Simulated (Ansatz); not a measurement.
The system is Ir.

```
Ir
1.0
     0.00000    1.91560    1.91560
     1.91560    0.00000    1.91560
     1.91560    1.91560    0.00000
Ir
1
Cartesian
  0.0000 0.0000 0.0000
```

Below is the output of Ansatz 0.2.0 for this cell. Logs are shortened: lines on timing, memory, paths and dates and some standing lists are left out, and cuts for length are marked.

```text
Warning: RAYON_NUM_THREADS=1 ignored (pool sized by the plan → 1); use --threads N
hamiltonian.pseudopotentials.datasets: crystal makes datasets for this crystal and solves the spheres of its atoms anew in each pass: cutoff 300.0 eV, the density's 1200.0 eV; for an error of 0.50 meV an atom under PBE, 0.5 meV for the cell; an energy difference from a run of another recipe may be off by several times the error for the cell, under r2SCAN by more, where some 0.1 meV an atom stays at smaller errors; Ir in spheres of 1.349 Å, 17 of its electrons in bands
Engine: ansatz 0.2.0, aarch64-unknown-linux-gnu
Pseudopotentials: kind: all_electron
Pseudopotential: Ir, paw, valence charge 17, recommended cutoff 300 eV (normal), crystal/all_electron/pbesol/scalar/gaussian/Ir, Koelling and Harmon's equation, gaussian nucleus
Functional definition: PBEsol
  exchange = pbesol_x
  correlation = pbesol_c
Crystal: 1 atoms, lattice volume = 14.059 Å³
Basis set: ecut = 300 eV, 169 PW (Γ), exchange–correlation on 32×32×32 points (8 copies of the dense FFT grid, shifted against one another)
Bands: 13, of which v1, the nominal top of the filled ones, is band 9 counted from 1 (8 counted from 0)
Symmetry: 48 space group operations
Space group: Fm-3m (ITA 225), of the structure as read, at distance tolerance 2.4e-5 Å
k-points: 72 of 1728
Non-local potential: Ir, projectors of the file, l = 0: 2, l = 1: 2, l = 2: 2
PAW form: soft (Blöchl's): semilocal exchange-correlation on the pseudo side does not see the compensation charge
PAW one-centre angular grid: Ir, 590 points (default); XC on its mesh's 1811 points in the sphere
Initial density: superposition of atomic densities (neutral atoms: chi_scale 0, normalization atom)
Initial wavefunctions: pseudopotential atomic-orbital guess
Functional: x = pbesol(κ = 0.804, μ = 0.12345679012345678), c = pbesol(β = 0.046)
iter 1 solved again at ethr=1.24e-2 eV; its pass at ethr=1.00e-1 eV (dr2=2.10e0 eV) is discarded
SCF iter   1: F=—  HF=-484890.384603 eV  |F-HF|=—  |Δ(HF+E_count)|=         —  Δρ=1.27e-1  dr2=2.22e0  ethr=1.24e-2  ⟨swp⟩=2.6  Hψ=4981  notcnv=0
preconditioner: auto → none  [metal: Δε(μ)=0.015 eV  Ē_g=14.304 eV  σ=0.050 eV  W_gap=0.07  n_scr=0 (ndim 8)  ℏωp=29.7 eV  f_vac=0.000  D(μ)=0.51/eV (n_scr^D=0)]
iter 2 solved again at ethr=9.57e-5 eV; its pass at ethr=1.24e-2 eV (dr2=1.63e-2 eV) is discarded
SCF iter   2: F=—  HF=-484889.766515 eV  |F-HF|=—  |Δ(HF+E_count)|=   6.18e-1  Δρ=1.57e-2  dr2=1.60e-2  ethr=9.57e-5  ⟨swp⟩=2.3  Hψ=3954  notcnv=0  defer=2
SCF iter   3: F=—  HF=-484889.749013 eV  |F-HF|=—  |Δ(HF+E_count)|=   1.75e-2  Δρ=6.30e-3  dr2=3.29e-3  ethr=9.39e-5  ⟨swp⟩=2.0  Hψ=1588  notcnv=0
SCF iter   4: F=—  HF=-484889.747258 eV  |F-HF|=—  |Δ(HF+E_count)|=   1.76e-3  Δρ=1.09e-3  dr2=1.34e-4  ethr=1.94e-5  ⟨swp⟩=2.0  Hψ=2097  notcnv=0
SCF iter   5: F=—  HF=-484889.747678 eV  |F-HF|=—  |Δ(HF+E_count)|=   4.20e-4  Δρ=1.85e-4  dr2=1.04e-6  ethr=7.91e-7  ⟨swp⟩=2.0  Hψ=2021  notcnv=0
SCF iter   6: F=—  HF=-484889.747652 eV  |F-HF|=—  |Δ(HF+E_count)|=   2.56e-5  Δρ=4.40e-5  dr2=9.54e-8  ethr=6.10e-9  ⟨swp⟩=2.0  Hψ=1575  notcnv=0
SCF iter   7: F=-484889.747652 eV  HF=-484889.747652 eV  |F-HF|=5.82e-11  |Δ(HF+E_count)|=   5.88e-9  Δρ=1.23e-6  dr2=9.77e-11  ethr=5.61e-10  ⟨swp⟩=2.5  Hψ=1610  notcnv=0
SCF 1 converged in 7 iterations: F = -484889.747660 eV  dr2 = 9.77e-11
  Residual-converged pass: ⟨swp⟩=2.9  Hψ=1661  notcnv=0  max |occ|·‖R‖ = 3.7e-6 eV (tolerance 3.7e-6 eV)  dr2=9.08e-11  dr2_onsite=1.14e-10  max |Δocc| = 5.6e-11
  greatest PAW one-centre occupation: 0.999 electrons in one spin orbital (limit 2), on the Ir atom at site 0 (counted from 0), in its partial waves of l = 0
NSCF: frozen V_eff on 43 k-points
SCF converged after 7 iterations
Free energy (F): -484889.747660 eV
Harris-Foulkes:  -484889.747660 eV  (|F-HF|=5.82e-11)
Internal energy: -484889.742935 eV  (E = F + TS)
E sigma→0 (E₀):  -484889.745297 eV
Entropy (-TS):   -0.004724 eV (-4.724 meV/atom)
Past the cutoff: the bands carry plane waves up to 1.75 times it, of which those up to 1.5 times it add -0.000356 eV an atom, each by itself; the spheres take 0.000263 eV an atom off the energy for waves past 1.75 times it
By the cutoff:   a pressure is off by up to 0.008 GPa (1.2 times the spheres' own share and the shells' term, over an atom's volume, and 0.004 GPa: a bound that held against runs at twice the plane waves)
Past the cutoffs: a stress includes 0.0014 GPa for waves and charges beyond them, in addition to the slope of what the spheres take
In the spheres:  the bands' charges fall short by 2.9e-7 e at most (sound up to 1e-3)
Fermi energy:    32.107858 eV
--- Per-component energies (eV) ---
  E_band       = 23.053976
  E_kinetic    = 260.019174
  E_local      = -735.434381  (includes V_loc(G=0)·N_el)
  E_nonlocal   = 125.694602
  E_hartree    = 441.150874
  E_xc         = -91.473134
  E_vxc        = -117.821556  (∫ρ·V_xc dr)
  E_paw        = -487171.243591  (= ΣΔE_a)
  E_vpaw       = -5163.316291  (= ΣTr[D̂ρ^β])
  E_ewald      = -2490.067375
  E_smearing   = -0.004724  (= −TS)
  E_closure    = 4771.610898  (closes the sum)
  Σ components = -484889.747660   (vs F -484889.747660, Δ=0.00e0)
  The terms above E_closure are by the made datasets' own strengths, without shells solved beside the bands.
--- Forces (eV/Å), atoms counted from 1 ---
  atom   1  Ir     0.00000000    -0.00000000    -0.00000000
  max |Σ_I F_I| component: 2.88e-32 eV/Å
--- Stress (GPa, compression-positive) ---
       -0.724620      -0.000000      -0.000000
        0.000000      -0.724620      -0.000000
       -0.000000       0.000000      -0.724620
  P = ⅓ Tr σ = -0.7246 GPa (-7.246 kbar)
--- Band table (eV; the first three rows and the last of 72) ---
  k-point 0: bands = ["-60.8557", "-17.2933", "-17.2933", "-17.2933", "20.8298", "28.1319", "28.1319", "28.1319", "30.8712", "30.8712", "45.6202"]
  k-point 1: bands = ["-60.8511", "-17.3497", "-17.3010", "-17.3010", "21.1400", "27.9685", "28.2627", "28.2627", "30.7874", "30.7874", "46.1544"]
  k-point 2: bands = ["-60.8387", "-17.5021", "-17.3221", "-17.3221", "21.9894", "27.6401", "28.5289", "28.5289", "30.7050", "30.7050", "47.2613"]
  k-point 71: bands = ["-60.7651", "-17.8286", "-17.8286", "-17.6016", "25.7216", "27.1267", "27.1267", "30.2309", "33.5869", "40.2300", "41.1109"]
```

Q: Write the input and the command behind it.

A: Band structure with PBEsol, no spin polarisation. The files as run (others can give the same):

input.yaml
```yaml
crystal:
  lattice:
    - [0.0, 1.9156, 1.9156]
    - [1.9156, 0.0, 1.9156]
    - [1.9156, 1.9156, 0.0]
  atoms:
    - { symbol: Ir, position: [0.0, 0.0, 0.0] }
kpoints:
  mp_grid: { grid: [12, 12, 12] }
  band_path:
    path:
      - [0.0, 0.0, 0.0]
      - [0.5, 0.0, 0.5]
      - [0.5, 0.25, 0.75]
      - [0.375, 0.375, 0.75]
      - [0.0, 0.0, 0.0]
      - [0.5, 0.5, 0.5]
      - [0.625, 0.25, 0.625]
      - [0.5, 0.25, 0.75]
    npoints: 6
scf:
  occupations: { method: fermi_dirac, width: 0.05 }
hamiltonian:
  xc: pbesol
  pseudopotentials: { kind: all_electron, datasets: crystal }
output:
  forces: true
  stress: true
  eigenvalues: true
```

Potentials or basis: all-electron PAW datasets made for the crystal.
Command:
```sh
$ ansatz run input.yaml --threads 1 --pin off --max-ram 3072MiB --backend cpu --events-out ev --progress --plain --runs-dir out
```

Caveat: the program warned that the printed levels may be off, so bands, gaps and densities of states are rough; spin-orbit coupling is left out, which moves the levels of the heavy elements.
